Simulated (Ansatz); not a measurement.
This Ansatz 0.2.0 run on Fe needs a look.

input.yaml

```yaml
crystal:
  lattice: { a: 2.5541204082, b: 2.4788149383, c: 2.4860316841, alpha: 109.8849552155, beta: 109.0341231969, gamma: 110.1346017615 }
  atoms:
    - { symbol: Fe, position: [0.007741, 0.007824, 0.006319], spin: 0.51 }
kpoints:
  mp_grid: { grid: [9, 9, 9] }
scf:
  occupations: { method: tetrahedron }
  mixing_beta: 400
  max_iter: 100
hamiltonian:
  xc: { exchange: pbe, correlation: pbesol }
  pseudopotentials: { kind: all_electron, datasets: crystal }
magnetization:
  spin_polarized: true
output:
  forces: true
  stress: true
  eigenvalues: true
  efg: {}
```

Potentials or basis: all-electron PAW datasets made for the crystal.

Launch:

```sh
$ ansatz run input.yaml --threads 2 --pin off --max-ram 6144MiB --backend cpu --events-out ev --progress --plain --runs-dir out
```

Output:

```text
Error: YAML parse error: error: line 9 column 3: unknown field `mixing_beta`, expected one of max_iter, algorithm, n_extra_bands, self_checks, convergence, lower_state_search, omitted_lower_state_checks, lower_solution_reach, mixing, occupations, eigensolver, initial_density, exx
  --> <input>:9:3
   |
 7 | scf:
 8 |   occupations: { method: tetrahedron }
 9 |   mixing_beta: 400
   |   ^ unknown field `mixing_beta`, expected one of max_iter, algorithm, n_extra_bands, self_checks, convergence, lower_state_search, omitted_lower_state_checks, lower_solution_reach, mixing, occupations, eigensolver, initial_density, exx
10 |   max_iter: 100
11 | hamiltonian:
   |
```

Task: What happened, and what is wrong with the input?

Result: The input was rejected before any iteration. The input holds a flaw that was put in on purpose: a keyword of another program (scf.mixing_beta = 400).
